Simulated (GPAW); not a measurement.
The system is CsSnI3.

```
Cs I Sn
1.0
     6.20570    0.00000    0.00000
     0.00000    6.20570    0.00000
     0.00000    0.00000    6.20570
Cs I Sn
1 3 1
Direct
  0.00000 0.00000 0.00000
  0.50000 0.50000 0.00000
  0.50000 0.00000 0.50000
  0.00000 0.50000 0.50000
  0.50000 0.50000 0.50000
```

- Program: GPAW 26.7.0
- Task: relaxation of cell and atoms
- Functional: PBEsol
- Dispersion: D3
- Potentials or basis: PAW data sets generated in the run's folder for this functional
- Cutoff: 600 eV
- Basis: pw
- k mesh: 5 × 5 × 5
- Occupations: fermi-dirac, width 0.05 eV
- Spin: no spin polarisation

At the start: pressure -1.2 GPa; volume 47.80 Å³/atom.

Q: How do energy, volume and symmetry change on relaxing?

A: Over 4 steps the energy falls by 12.3 meV/atom and the volume is 44.80 Å³/atom (-6.3 %); space group Pm-3m (No. 221, to 0.05 Å).

Step by step:
| step | energy change (eV) | largest force (eV/Å) | pressure (GPa) | volume (Å³) |
| --- | --- | --- | --- | --- |
| 1 | 0.0000 | 0.0000 | -1.23 | 238.99 |
| 2 | -0.0057 | 0.0000 | -1.18 | 238.23 |
| 3 | -0.0609 | 0.0000 | 0.12 | 222.63 |
| 4 | -0.0614 | 0.0000 | -0.01 | 223.99 |

Final structure:
```xyz
5
Lattice="6.0731 0.0000 0.0000 0.0000 6.0731 0.0000 0.0000 0.0000 6.0731" Properties=species:S:1:pos:R:3 pbc="T T T"
Cs    0.0000    0.0000    0.0000
I     3.0365    3.0365    0.0000
I     3.0365    0.0000    3.0365
I     0.0000    3.0365    3.0365
Sn    3.0365    3.0365    3.0365
```

Caveat: later steps reuse the first step's grids.
